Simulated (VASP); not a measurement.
Molecule: SH2, in a box.

```
CELL_PARAMETERS angstrom
12.32557 0.00000 0.00000
0.00000 12.82557 0.00000
0.00000 0.00000 13.32557
ATOMIC_POSITIONS crystal
S 0.52404 0.50828 0.45999
H 0.51025 0.42954 0.52601
H 0.46399 0.57356 0.51684
```

Base run:

- Program: VASP 6.6.1
- Functional: optB86b-vdW
- Potentials or basis: VASP PAW PBE potentials, release 64 (S, H)
- Cutoff: 400 eV
- k mesh: 1 × 1 × 1
- Occupations: gaussian, width 0.01 eV
- Spin: no spin polarisation

Its results: gap between the frontier levels 5.16 eV; largest force 0.019 eV/Å.

The run is repeated on the same cell with these changes: functional from optB86b-vdW to PBEsol. What comes out?

Gap between the frontier levels 5.41 eV; largest force 0.093 eV/Å.

Caveats: the PAW data sets were made with another functional, which shifts forces and pressure a little.

